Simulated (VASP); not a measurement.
Set up this calculation in VASP 6.6.1, as the native input.

| Quantity | Value |
| --- | --- |
| Task | relaxation of cell and atoms |
| Functional | vdW-DF2 |
| Potentials or basis | VASP PAW PBE potentials, release 64 (Ba_sv, S) |
| Cutoff | 600 eV |
| k mesh | 7 × 7 × 7 |
| Occupations | fermi-dirac, width 0.05 eV |
| Spin | no spin polarisation |
| Further INCAR settings | ALGO = Normal; EDIFF = 1e-06; IBRION = 2; EDIFFG = -0.005; NSW = 40; ISIF = 3 |

The structure of BaS lies in POSCAR:

```
BaS
1.0
    0.0000000000      3.1937500000      3.1937500000
    3.1937500000      0.0000000000      3.1937500000
    3.1937500000      3.1937500000      0.0000000000
Ba S
1 1
Direct
    0.0000000000      0.0000000000      0.0000000000
    0.5000000000      0.5000000000      0.5000000000
```

One way to write it, as run:

INCAR

```
PREC     = Accurate       # precision mode
ENCUT    = 600            # plane-wave cutoff, eV
EDIFF    = 1E-6           # SCF threshold, eV
ISMEAR   = -1             # smearing method
SIGMA    = 0.05           # smearing width, eV
LREAL    = F              # projectors in reciprocal space
LASPH    = T              # aspherical terms in the spheres
NELM     = 100            # most SCF steps
ALGO     = Normal         # electronic algorithm
ISIF     = 3              # what is computed and relaxed
LWAVE    = F              # write WAVECAR
LCHARG   = F              # write CHGCAR
GGA      = ML             # functional
LUSE_VDW = T            
AGGAC    = 0.0          
ZAB_VDW  = -1.8867      
IBRION   = 2              # ionic algorithm
NSW      = 40             # ionic steps
EDIFFG   = -0.005         # ionic threshold
```

KPOINTS

```
Automatic mesh
0
Gamma
  7 7 7
```

Potentials or basis: VASP PAW PBE potentials, release 64 (Ba_sv, S).

Run with:

```console
$ cat potpaw_PBE.64/Ba_sv/POTCAR potpaw_PBE.64/S/POTCAR > POTCAR
$ mpirun -np 1 vasp_std > vasp.out
```

Results of the run:

The relaxed volume is 35.29 Å³/atom. The relaxed cell is a = 4.639 Å, b = 4.639 Å, c = 4.639 Å, α = 60.00°, β = 60.00°, γ = 60.00° and the space group after relaxing (to 0.05 Å) is Fm-3m (No. 225). The energy gained by relaxing is 30.3 meV/atom. The ionic steps are 3. The pressure after relaxing is 0.0 GPa. The band gap on the k mesh is 2.26 eV, indirect (least direct gap 2.43 eV).

Caveat: the PAW data sets were made with another functional, which shifts forces and pressure a little; spin-orbit coupling is left out, which moves the levels of the heavy elements; an odd mesh through Γ misses points on the zone boundary, where band edges often lie.

Wall time 2.9 min on 1 thread of Intel(R) Xeon(R) 6975P-C (Granite Rapids), with other jobs on the host, peak memory 0.47 GiB.
